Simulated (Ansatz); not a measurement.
# Stack of 2H-MoSSe under blue phosphorene, shifted by two thirds of the diagonal in a perpendicular field, part 2 of 2

What dipole does a perpendicular field induce in the stack of 2H-MoSSe under blue phosphorene, shifted by two thirds of the diagonal, and does the gap follow? A positive field points along +c.

Ansatz 0.2.0; plane-wave DFT, PBE-D3(BJ), Ansatz PAW.

So far. Step 2 (Relaxation): The lattice constant a goes from 3.265 to 3.228 Å.

## Step 3: Single point, field 0, start network

A sawtooth potential applies the field, turning back in the middle of the vacuum. With the dipole correction the typed value is the field outside the slab. The induced dipole is small, so the SCF threshold is tight.

The cell differs from the one that the last finished run ended in (c 46.433 → 26.127 Å).

The input, input.yaml:

```yaml
crystal:
  lattice:
    - [3.2279348113, 0.0, 0.0]
    - [-1.6139674056, 2.7954735483, 0.0]
    - [0.0, 0.0, 26.1265402045]
  atoms:
    - { symbol: Se, position: [0.3333333333, 0.6666666667, 0.3444772989] }
    - { symbol: Mo, position: [0.0, 0.0, 0.409758623] }
    - { symbol: S, position: [0.3333333333, 0.6666666667, 0.4682624071] }
    - { symbol: P, position: [0.3333333333, 0.6666666667, 0.6076363117] }
    - { symbol: P, position: [0.0, 0.0, 0.6555227011] }
kpoints:
  mp_grid: { grid: [18, 18, 1] }
  band_path:
    path: [[0, 0, 0], [0.5, 0, 0], [0.33333333, 0.33333333, 0], [0, 0, 0]]
    npoints: 16
hamiltonian:
  xc: pbe
  dispersion: d3bj
scf:
  occupations: { method: fermi_dirac, width: 0.02585 }
  convergence: { dr2_threshold: 1.0e-10 }
efield:
  axis: 3
  dipole_correction: true
  ramp_position: 0.97
  ramp_width: 0.06
  amplitude: 0
output:
  dos: { projected: true, e_range: [-6, 5] }
  write_potential: true
  write_density: true
  volumetric_format: npy
  elf: true
```

Started as:

```
$ ansatz run input.yaml --threads 2 --pin off --max-ram 3072MiB --backend cpu --events-out ev --progress --plain --runs-dir out
```

Numbers of over 12 decimals in the logs are rounded to 6 here.

Log:

```text
[...]
Crystal: 5 atoms, lattice volume = 235.756 Å³
Basis set: ecut = 420 eV, 4671 PW (Γ)
Bands: 28, of which v1, the nominal top of the filled ones, is band 23 counted from 1 (22 counted from 0)
Symmetry: 6 space group operations
[...]
k-points: 37 of 324 (time reversal used)
[...]
SCF iter   1: F=—  HF=-12842.391114 eV  |F-HF|=—  |Δ(HF+E_count)|=         —  Δρ=3.69e-3  dr2=2.10e-1  ethr=1.77e-3  p=-0.054 e·Å  D=-4.11e-2 V/Å  ΔV_dip=1.07 eV  dr2_dipole=3.21e-2  V_vac-E_F(+/−)=5.09/4.01 eV  ⟨swp⟩=10.5  Hψ=6056  notcnv=0
efield: sawtooth ramp at fractional position 0.9700 (set: `efield.ramp_position`, or a place that a band, a saddle search or an elastic batch's reference lends), width 0.0600; the density the first Hamiltonian is built on has a dipole p = -0.054 e·Å; the dipole correction subtracts the counter field D = -4.11e-2 V/Å, which shifts the + side's vacuum level by +1.07 eV against the − side's; the planar-averaged density in the ramp window peaks in size at 2.6e-5 e/Å³
[...]
SCF iter   2: F=—  HF=-12842.838818 eV  |F-HF|=—  |Δ(HF+E_count)|=   4.48e-1  Δρ=1.27e-2  dr2=4.71e0  ethr=4.56e-4  p=0.091 e·Å  D=6.99e-2 V/Å  ΔV_dip=-1.83 eV  dr2_dipole=8.75e-1  V_vac-E_F(+/−)=4.59/6.41 eV  ⟨swp⟩=4.1  Hψ=2338  notcnv=0  defer=35  recentre
[...]
SCF iter  14: F=-12842.378235 eV  HF=-12842.378235 eV  |F-HF|=1.82e-12  |Δ(HF+E_count)|=  2.15e-10  Δρ=1.00e-7  dr2=1.24e-11  ethr=1.00e-12  p=-0.032 e·Å  D=-2.49e-2 V/Å  ΔV_dip=0.65 eV  dr2_dipole=2.27e-13  V_vac-E_F(+/−)=4.99/4.34 eV  ⟨swp⟩=8.4  Hψ=3731  notcnv=0
SCF 1 converged in 14 iterations: F = -12842.378235 eV  dr2 = 1.24e-11
[...]
NSCF: frozen V_eff on 49 k-points
efield: sawtooth ramp at fractional position 0.9700 (kept from the solve that this one continues, or follows in the run), width 0.0600; the density the first Hamiltonian is built on has a dipole p = -0.032 e·Å; the dipole correction subtracts the counter field D = -2.49e-2 V/Å, which shifts the + side's vacuum level by +0.65 eV against the − side's; the planar-averaged density in the ramp window peaks in size at 8.3e-6 e/Å³
[...]
SCF converged after 14 iterations
Free energy (F): -12842.378235 eV
[...]
Internal energy: -12842.378235 eV  (E = F + TS)
E sigma→0 (E₀):  -12842.378235 eV
Fermi energy:    1.337683 eV
Dipole field:    D = -0.024915 V/Å  (p = -0.032460 e·Å, saw-weighted, corrected)
Work function:   Φ+ = 4.9884 eV   Φ− = 4.3375 eV
Levels:          The Fermi level and band energies are counted from a zero that moves with the ramp; work functions are not
[...]
--- Band table (eV; the first three rows and the last of 37) ---
  k-point 0: bands = [... 19 lower, -0.4518, 0.2225, 0.2225, 0.6109, 3.2742, 3.2742, 3.6148, 3.6148, ... 1 higher]
  k-point 1: bands = [... 19 lower, -0.4172, -0.2311, 0.0970, 0.5996, 3.1904, 3.3302, 3.4145, 3.5705, ... 1 higher]
  k-point 2: bands = [... 19 lower, -0.7146, -0.3420, -0.2178, 0.5412, 2.9371, 3.0985, 3.3159, 3.6125, ... 1 higher]
  k-point 36: bands = [... 19 lower, -1.9166, -1.6027, -1.4046, 0.4134, 2.0477, 2.1860, 3.2557, 3.7724, ... 1 higher]
```

Wall time 61 s (2 threads of Intel Xeon at 2.50GHz (Skylake/Cascade Lake), shared host); peak memory 0.63 GiB.

The column dr2 measures how far the density is from self-consistency, as an energy; F and HF (Harris–Foulkes) agree once it is small.

This step gave:

```yaml
gap_on_the_k_mesh: 1.437 eV
dipole_along_the_normal: -0.03246 e·Å
gap_along_the_path: 1.437 eV
smallest_direct_gap_along_the_path: 1.634 eV
step_between_the_vacuum_levels: 0.6509 eV
ionisation_energy_upper_face: 5.715 eV
electron_affinity_upper_face: 4.278 eV
ionisation_energy_lower_face: 5.064 eV
gap_the_smaller_of_path_and_mesh: 1.437 eV
```

Running mean over a fixed 2.8 Å (it still follows the layers) of the planar mean; the ramp of the sawtooth is left out. The electron's electrostatic potential energy less the Fermi level by z:

```csv
z (Å),electron's electrostatic potential energy less the Fermi level (eV)
4,4.34
5,4.33
6,4.28
7,3.26
8,-0.292
9,-4.80
10,-10.3
11,-11.1
12,-7.70
13,-1.28
14,1.88
15,-2.51
16,-8.34
17,-8.35
18,-2.44
19,3.49
20,4.90
21,4.98
22,4.99
23,4.99
```

The density of states has structure finer than the step of the table below, so its rows give means over 0.2 eV, whole bins alone (the curve runs from -6 to 2.08 eV). Peaks (eV: height): -4.70: 15.8, -4.04: 7.54, -3.90: 7.45, -1.62: 12.1, 1.20: 10.6, 1.44: 8.29, 1.66: 10.4.

Density of states against energy, zero at the Fermi level of the run, which the smearing sets inside the gap; means over each step:

```csv
energy (eV),density of states (states/eV a cell)
-5.8,5.38
-5.6,1.91
-5.4,2.71
-5.2,2.37
-5.0,3.02
-4.8,4.89
-4.6,5.19
-4.4,2.61
-4.2,2.91
-4.0,5.97
-3.8,4.34
-3.6,3.16
-3.4,3.38
-3.2,2.75
-3.0,2.49
-2.8,3.69
-2.6,4.76
-2.4,4.47
-2.2,4.28
-2.0,3.26
-1.8,3.02
-1.6,4.54
-1.4,3.30
-1.2,3.53
-1.0,2.14
-0.8,0.881
-0.6,0
-0.4,0
-0.2,0
0.0,0
0.2,0
0.4,0
0.6,0
0.8,1.78
1.0,5.51
1.2,5.05
1.4,4.90
1.6,6.59
1.8,4.71
```

Projected DOS per atom over height of the atomic layer and energy from the Fermi level. Layers: Se Mo S P P from below.

Values in states/eV, 22 rows by 5 columns, each cell a mean:
```
0.51 1.57 0.76 0.45 0.47
0.74 2.94 0.78 0.59 0.59
0.72 2.45 0.35 0.46 0.46
0.40 1.10 0.19 0.25 0.25
0.00 0.00 0.00 0.00 0.00
0.00 0.00 0.00 0.00 0.00
0.00 0.00 0.00 0.00 0.00
0.01 0.15 0.12 0.04 0.04
0.13 0.86 0.37 0.52 0.52
0.33 1.22 0.42 0.57 0.56
0.48 1.40 0.49 0.83 0.84
1.28 0.85 0.69 0.61 0.61
1.39 1.09 0.99 0.62 0.60
1.04 0.58 0.88 0.32 0.42
0.43 0.81 0.66 0.46 0.45
0.48 0.85 0.70 0.63 0.64
1.06 1.37 1.51 0.59 0.59
0.58 0.55 0.56 0.47 0.47
1.24 1.24 1.53 0.54 0.53
0.38 0.33 0.37 0.79 0.76
0.41 0.33 0.41 0.55 0.53
1.08 1.36 1.41 0.19 0.18
```
Columns: height of the atomic layer (Å) from 9 to 17.1 (not evenly spaced); rows upwards: energy from the Fermi level (eV) from -5.96 to 2.05.

Electronic bands along the path, in eV, zero at the Fermi level of the run, which the smearing sets inside the gap:

```csv
point,band 20,band 21,band 22,band 23,band 24,band 25,band 26,band 27
Γ,-1.79,-1.12,-1.12,-0.73,1.94,1.94,2.28,2.28
halfway,-2.39,-2.32,-1.71,-1.12,1.00,1.20,1.45,1.99
M,-2.94,-2.54,-1.63,-1.53,0.90,1.23,1.63,2.19
halfway,-3.22,-2.91,-2.45,-1.16,1.10,1.70,1.93,2.41
K,-3.25,-2.94,-2.74,-0.92,0.71,0.85,1.92,2.43
halfway,-2.70,-2.11,-1.61,-1.10,0.82,1.43,1.71,2.47
Γ,-1.79,-1.12,-1.12,-0.73,1.94,1.94,2.28,2.28
```

Electrostatic potential energy in the ca plane at fractional y = 0.667, with atoms of Se and S and P within 0.2 Å of it. With pseudopotentials it is smooth inside the atoms' cores, unlike the true potential.

Ten even steps from '0' (-38 eV) to '9' (6 eV), each cell a mean:
```
99999999988755678999999999988767899999999999
99999999988754678999999999988766899999999999
99999987778776788789999998877778899999999999
99999964445888863237999997312688999999999999
99999845664788840104899984000379999999999999
99999846764788830203899984000279999999999999
99999864545788862126999996201588999999999999
99999987667877787778999998767788899999999999
```
Columns run along c (16.0 Å, from fractional 0.23 to 0.84 of the cell; values clipped at the 3rd and 97th percentile), rows up along a (3.2 Å). Atoms in or near the plane, at fractional coordinates: Se at (0.34, 0.33), S at (0.47, 0.33), P at (0.61, 0.33).

Valence density in the ca plane at fractional y = 0.667, with atoms of Se and S and P within 0.2 Å of it. It is the smooth field of the valence electrons, not physical close to the nuclei.

Ten steps, logarithmic in the rise over the least value, from '0' (0 e/Å³) to '9' (25 e/Å³), each cell a mean:
```
00000000000000000001111232211100000000111221
00000000000000000001111232211100000000111221
00000000000000000012221122222210000001122211
00000000000000000135532111233331000012222211
00000000000000001259963111232232100122112210
00000000000000001259963111232232100122112210
00000000000000000236642111233332000012222211
00000000000000000112222122222211000001222211
```
Columns run along c (16.0 Å, from fractional 0.07 to 0.68 of the cell), rows up along a (3.2 Å). Atoms in or near the plane, at fractional coordinates: Se at (0.34, 0.33), S at (0.47, 0.33), P at (0.61, 0.33).

ELF in the ca plane at fractional y = 0.667, with atoms of Se and S and P within 0.2 Å of it. It is the smooth field of the valence electrons, not physical close to the nuclei.

Ten even steps from '0' (0.00) to '9' (0.95), each cell a mean:
```
00000123332123213321000012235667776420000000
00000012332123212221000001234567886420000000
00013566665222246776410156667766654210000000
00247888777522478789830489867764211000000000
01368996346522574269940599502542100000000000
01468996236522573169940599501542000000000000
00257888677522477789830499856753210000000000
00024677776322257877510267777766553200000000
```
Columns run along c (16.0 Å, from fractional 0.23 to 0.84 of the cell), rows up along a (3.2 Å). Atoms in or near the plane, at fractional coordinates: Se at (0.34, 0.33), S at (0.47, 0.33), P at (0.61, 0.33).

The gap is 1.44 eV, with the valence edge 5.72 eV and the conduction edge 4.28 eV under the upper vacuum level.

## Step 4: Atoms held, field 0.1 V/Å

Changes to input.yaml since step 3:

```diff
@@ -25,7 +25,6 @@
   dipole_correction: true
-  ramp_position: 0.97
-  ramp_width: 0.06
-  amplitude: 0
+  ramp_position: 0.9529
+  ramp_width: 0.0892
+  amplitude: 0.1
 output:
-  dos: { projected: true, e_range: [-6, 5] }
   write_potential: true
@@ -33,2 +32 @@
   volumetric_format: npy
-  elf: true
```

Log:

```text
[...]
Crystal: 5 atoms, lattice volume = 235.756 Å³
Basis set: ecut = 420 eV, 4671 PW (Γ)
Bands: 28, of which v1, the nominal top of the filled ones, is band 23 counted from 1 (22 counted from 0)
Symmetry: 6 space group operations
[...]
k-points: 37 of 324 (time reversal used)
[...]
k-point 0: bands = [... 19 lower, -0.4135, 0.2958, 0.2958, 0.5972, 3.2306, 3.2306, 3.5642, 3.5642, ... 1 higher]
  k-point 1: bands = [... 19 lower, -0.3846, -0.1578, 0.1703, 0.5871, 3.1460, 3.2876, 3.3638, 3.5190, ... 1 higher]
  k-point 2: bands = [... 19 lower, -0.7532, -0.3168, -0.1445, 0.5329, 2.8828, 3.0578, 3.2712, 3.5630, ... 1 higher]
  k-point 36: bands = [... 19 lower, -1.9292, -1.5237, -1.3728, 0.3660, 2.0007, 2.2572, 3.2109, 3.7254, ... 1 higher]
[key lines of the parts left out:]
SCF converged after 19 iterations
Free energy (F): -12842.377316 eV
Fermi energy:    1.312336 eV
Dipole field:    D = 0.010824 V/Å  (p = 0.014102 e·Å, saw-weighted, corrected)
```

The job ended after 65 s (2 threads; peak memory 0.62 GiB).

The dipole is 0.0141 e·Å, 0.0466 e·Å from its value without field, and the gap 1.403 eV.

## Step 5: Atoms held, field -0.1 V/Å

Changes to input.yaml since step 4:

```diff
@@ -27,3 +27,3 @@
   ramp_width: 0.0892
-  amplitude: 0.1
+  amplitude: -0.1
 output:
```

Log:

```text
[...]
Crystal: 5 atoms, lattice volume = 235.756 Å³
Basis set: ecut = 420 eV, 4671 PW (Γ)
Bands: 28, of which v1, the nominal top of the filled ones, is band 23 counted from 1 (22 counted from 0)
Symmetry: 6 space group operations
[...]
k-points: 37 of 324 (time reversal used)
[...]
k-point 0: bands = [... 19 lower, -0.4903, 0.1503, 0.1503, 0.6317, 3.3211, 3.3211, 3.6690, 3.6690, ... 1 higher]
  k-point 1: bands = [... 19 lower, -0.4452, -0.3034, 0.0248, 0.6196, 3.2380, 3.3762, 3.4688, 3.6257, ... 1 higher]
  k-point 2: bands = [... 19 lower, -0.6813, -0.3616, -0.2901, 0.5579, 2.9945, 3.1424, 3.3639, 3.6657, ... 1 higher]
  k-point 36: bands = [... 19 lower, -1.9124, -1.6805, -1.4227, 0.4642, 2.0982, 2.1154, 3.3043, 3.8226, ... 1 higher]
[key lines of the parts left out:]
SCF converged after 18 iterations
Free energy (F): -12842.383804 eV
Fermi energy:    1.330386 eV
Dipole field:    D = -0.060561 V/Å  (p = -0.078903 e·Å, saw-weighted, corrected)
```

Elapsed: 62 s, on 2 threads; peak memory 0.62 GiB.

The dipole is -0.0789 e·Å, -0.0464 e·Å from its value without field, and the gap 1.400 eV.

## Step 6: Response, atoms held

This step: plane-wave DFT, PBE-D3(BJ), Ansatz PAW; response to a field along the normal, atoms held (Ansatz 0.2.0).

The dipoles give the slope, and the difference of two potentials shows where the field is screened.

This step gave:

* equivalent conductor thickness p/(ε₀AE): 9.325 Å
* distance between the outer atoms: 8.127 Å

The dipole of the cell by applied field:

```csv
applied field (V/Å),dipole of the cell (e·Å)
-0.1000,-0.0789
0.0000,-0.0325
0.1000,0.0141
```

Local field over the applied field, running mean. From the potentials at -0.1 and 0.1 V/Å; running mean over 2.8 Å. Table of local field over applied field by z:

z (Å), local field over applied field and a bar:
```
        5      0.994 ##############################
        6      0.952 #############################
        7      0.762 #######################
        8      0.446 #############
        9      0.157 ####
       10      0.044 
       11      0.041 
       12      0.119 ##
       13      0.303 ########
       14      0.382 ###########
       15      0.279 #######
       16      0.095 ##
       17      0.112 ##
       18      0.376 ##########
       19      0.700 #####################
       20      0.927 ############################
       21      0.989 ##############################
       22      0.999 ##############################
```

Electrons, planar mean, per unit field. Induced electron density against z:

z (Å), induced electron density (e/Å³ per V/Å) and a bar from the least value:
```
        5    0.00002 ##############
        6    0.00019 ###############
        7    0.00129 ####################
        8    0.00355 ##############################
        9    0.00082 ##################
       10   -0.00078 ###########
       11    0.00035 ################
       12   -0.00066 ###########
       13   -0.00275 ##
       14    0.00028 ###############
       15    0.00253 #########################
       16    0.00082 ##################
       17   -0.00091 ##########
       18   -0.00317 
       19   -0.00175 ######
       20   -0.00031 #############
       21   -0.00004 ##############
       22    0.00000 ##############
```

The smaller of the gaps on the path and on the k-mesh, counted as 0 under 0.03 eV. The gap by applied field:

```csv
applied field (V/Å),gap (eV)
-0.1000,1.40
0.0000,1.44
0.1000,1.40
```

By hand: between -0.1 and 0.1 V/Å the dipole changes by 0.09300 e·Å, a slope of 0.4650 e·Å²/V. A perfect conductor of thickness t has p = ε₀AEt, so t = 180.95 × 0.4650 / 9.024 = 9.33 Å (e/ε₀ = 180.95 V·Å, A in Å²).

The induced dipole is that of a conductor 9.33 Å thick.

## Step 7: Outcome

```json
{
 "gap without field": "1.44 eV",
 "ionisation energy, upper face": "5.72 eV",
 "electron affinity, upper face": "4.28 eV",
 "step between the vacuum levels": "0.651 eV",
 "equivalent conductor thickness, atoms held": "9.33 Å"
}
```

In words: The induced dipole equals that of a perfect conductor 9.33 Å thick, while the outer atoms lie 8.13 Å apart; an out-of-plane ε follows only once a thickness t is chosen, by 1 − 1/ε = 9.33 Å / t. The two faces differ: the vacuum level above lies 0.65 eV higher than the one below. The gap goes from 1.44 eV to 1.40 eV at -0.1 V/Å. Semilocal functionals give gaps that are too small, and excitons are not included. Spin-orbit coupling is left out, which matters for the bands of elements this heavy.

[Logs are printed without paths, hosts, clocks, repeated set-up lines and the standing remarks that a program may print on its own settings, such as how far it seeks lower states.]

[Hosts, paths, dates, database ids (printed as entryN), source tags and the programs' standing remarks are cut or masked in the printed files.]

[Maps of the electrostatic potential energy from Ansatz leave out the sawtooth potential of an applied field or a dipole correction, so their vacuum need not be flat; planar profiles and work functions include it.]

[The density of states shown here was stored with 400 of the rows of the run's finer table, so its peaks can read low, often by over a quarter, or be missed, and its means over a window can be off by a tenth or more.]
